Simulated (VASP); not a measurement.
Write the native input for VASP 6.6.1 that does the following.

* Task: single point
* Functional: HSE06
* Potentials or basis: VASP PAW PBE potentials, release 64 (Al, N)
* Cutoff: 450 eV
* k mesh: 2 × 2 × 2
* Occupations: gaussian, width 0.03 eV
* Spin: collinear spin, ferromagnetic start
* Starting moments: [0.5, 0.0, 0.0, 0.0, 0.0, 0.0, 0.0, 0.0, 0.5, 0.0, 0.5, 0.0, 0.5, 0.0, 0.0, 0.0, 0.0, 0.0, 0.0, 0.0, 0.0, 0.0, 0.0, 0.0, 0.0, 0.0, 0.0, 0.0, 0.0, 0.0, 0.0] μB
* Fixed moment: 2 μB
* Dq: 1
* Grid for exact exchange (PRECFOCK): Fast
* Screening parameter: 0.2 1/A
* Further INCAR settings: LREAL = Auto; ALGO = Damped; EDIFF = 0.0001; ISYM = -1; NELECT = 122.0

The system is Al16N15 (a cell with a defect).

```
Al N
1.0
     6.22000    0.00000    0.00000
    -3.11000    5.38668    0.00000
     0.00000    0.00000    9.96000
Al N
16 15
Cartesian
  1.5539 0.8936 9.7652
  1.5472 0.9030 4.9985
  0.0057 3.5991 0.0043
  0.0022 3.6034 4.9928
  4.6610 0.8888 0.0061
  4.6579 0.8907 4.9936
  3.0935 3.5987 0.0016
  3.0902 3.6029 4.9927
  -0.0643 1.8361 2.5223
  -0.0151 1.8052 7.4567
  -1.5694 4.4301 2.5156
  -1.5605 4.4776 7.4531
  3.1548 1.8421 2.5199
  3.1163 1.8036 7.4547
  1.5445 4.4953 2.5108
  1.5498 4.4916 7.4748
  1.5494 0.9002 6.9078
  -0.0071 3.6022 1.9002
  -0.0038 3.5947 6.8860
  4.6537 0.9010 1.9019
  4.6602 0.8993 6.8876
  3.0933 3.6031 1.8966
  3.1025 3.5939 6.8855
  -0.0039 1.7993 4.3985
  -0.0103 1.8017 9.3852
  -1.5638 4.4998 4.3941
  -1.5596 4.4750 9.3747
  3.0979 1.7982 4.3982
  3.1157 1.8024 9.3793
  1.5467 4.4948 4.3990
  1.5498 4.4921 9.3772
```

These files were run (other wordings do the same):

POSCAR

```
Al16N15                                 
1.0
    6.2200008610      0.0000000000      0.0000000000
   -3.1100004305      5.3866787572      0.0000000000
    0.0000000000      0.0000000000      9.9600000000
  Al              N             
    16    15
Direct
     0.3327669280401301    0.1658860962109195    0.9804460127576140
     0.3325570308876734    0.1676327042835165    0.5018612580547341
     0.3349887854449865    0.6681570851403443    0.0004323427928380
     0.3348297044341156    0.6689412218953612    0.5012864046525874
     0.8318541224297509    0.1650045963006421    0.0006135509316190
     0.8315435379137784    0.1653592269758654    0.5013665953000853
     0.8313908408278848    0.6680789200897252    0.0001560715386786
     0.8312342337883656    0.6688445440948292    0.5012778661419356
     0.1600864637069664    0.3408630478631528    0.2532391800838067
     0.1651290497275853    0.3351179109318387    0.7486667767710568
     0.1588906244110944    0.8224217107184898    0.2525661636197313
     0.1647313848807677    0.8312450390475609    0.7483058265157558
     0.6781946528836506    0.3419821252195586    0.2530057950888471
     0.6684251887231788    0.3348275430673684    0.7484629347339732
     0.6655672321498014    0.8345229906497582    0.2520838634805276
     0.6660850804967177    0.8338422569392857    0.7504863440831788
     0.3326580368002692    0.1671097005616106    0.6935495686680430
     0.3332122215100876    0.6687214010929062    0.1907816737776797
     0.3330483078286187    0.6673275581906066    0.6913690561457237
     0.8318184946853940    0.1672681399295990    0.1909578158550617
     0.8327041547325678    0.1669481752159172    0.6915231422682002
     0.8317722857236572    0.6688986820386439    0.1904247150496647
     0.8323830511697097    0.6671884196245969    0.6913163121427105
     0.1663856163980750    0.3340275184623704    0.4416149076147303
     0.1655791985812975    0.3344813283704393    0.9422883537780410
     0.1662695478942265    0.8353563228674635    0.4411747033526858
     0.1646321554916564    0.8307537613674900    0.9412305120546919
     0.6649675123199921    0.3338234772364013    0.4415818672856974
     0.6682158190025697    0.3346068619960963    0.9416924620632647
     0.6658702305024934    0.8344252668791436    0.4416625099432177
     0.6661275066129133    0.8339263667385010    0.9414894134536188
```

INCAR.step1

```
SYSTEM = Al16N15
PREC     = Accurate       ! precision mode
ENCUT    = 450            ! plane-wave cutoff, eV
EDIFF    = 1E-5           ! SCF threshold, eV
ISMEAR   = 0              ! smearing method
SIGMA    = 0.03           ! smearing width, eV
LREAL    = Auto         
LASPH    = .True.         ! aspherical terms in the spheres
NELM     = 70             ! most SCF steps
ALGO     = Normal         ! electronic algorithm
ISIF     = 2              ! what is computed and relaxed
LWAVE    = .True.         ! write WAVECAR
ISPIN    = 2              ! spin polarisation
MAGMOM   = 0.5 0 0 0 0 0 0 0 0.5 0 0.5 0 0.5 0 0 0 0 0 0 0 0 0 0 0 0 0 0 0 0 0 0 ! initial moments
LORBIT   = 11             ! projections on sites
NUPDOWN  = 2              ! fixed moment
NELECT   = 122.0        
ISYM     = -1           
TIME     = 0.4          
NKRED    = 2            
GGA      = PE             ! functional
KPAR     = 2
```

INCAR.step2

```
SYSTEM = Al16N15
PREC     = Accurate       ! precision mode
ENCUT    = 450            ! plane-wave cutoff, eV
EDIFF    = 1E-4           ! SCF threshold, eV
ISMEAR   = 0              ! smearing method
SIGMA    = 0.03           ! smearing width, eV
LREAL    = Auto         
LASPH    = .True.         ! aspherical terms in the spheres
NELM     = 70             ! most SCF steps
ALGO     = Damped         ! electronic algorithm
ISIF     = 2              ! what is computed and relaxed
LWAVE    = .False.        ! write WAVECAR
LCHARG   = .False.        ! write CHGCAR
ISPIN    = 2              ! spin polarisation
MAGMOM   = 0.5 0 0 0 0 0 0 0 0.5 0 0.5 0 0.5 0 0 0 0 0 0 0 0 0 0 0 0 0 0 0 0 0 0 ! initial moments
LORBIT   = 11             ! projections on sites
NUPDOWN  = 2              ! fixed moment
GGA      = PE             ! functional
LHFCALC  = .True.         ! exact exchange
HFSCREEN = 0.2            ! screening, 1/A
PRECFOCK = Fast         
NELECT   = 122.0        
ISYM     = -1           
TIME     = 0.4          
NKRED    = 2            
ISTART   = 1            
KPAR     = 2
```

KPOINTS

```
Automatic mesh
0
Gamma
  2 2 2
  0 0 0
```

Potentials or basis: VASP PAW PBE potentials, release 64 (Al, N).

Command:

```bash
$ cat potpaw_PBE.64/Al/POTCAR potpaw_PBE.64/N/POTCAR > POTCAR
$ cp INCAR.step1 INCAR
$ mpirun -np 4 vasp_std > vasp.out
$ cp INCAR.step2 INCAR
$ mpirun -np 4 vasp_std > vasp.out
```

It gave:

```yaml
Largest_force: 0.337 eV/Å
Net_moment: 2.00 μB per cell
Site_moments: Al +0.04, +0.00, -0.00, +0.10; N -0.00, +0.02, +0.01, +0.03, +0.00 μB
Valence_electrons_inside_the_program's_atomic_spheres: Al 0.88, 0.86, 0.87; N 3.85, 3.86, 3.84, 3.87
```

Caveat: the k mesh is coarse (spacing up to 0.58 Å⁻¹), so the values aren't converged, least of all with exact exchange; the PAW data sets were made with another functional, which shifts forces and pressure a little; the total moment is fixed, so each spin has its own Fermi level.

It took 8.4 min on 4 MPI ranks on AMD EPYC 9R14 (Zen 4) (shared host), peak memory 0.71 GiB a rank.
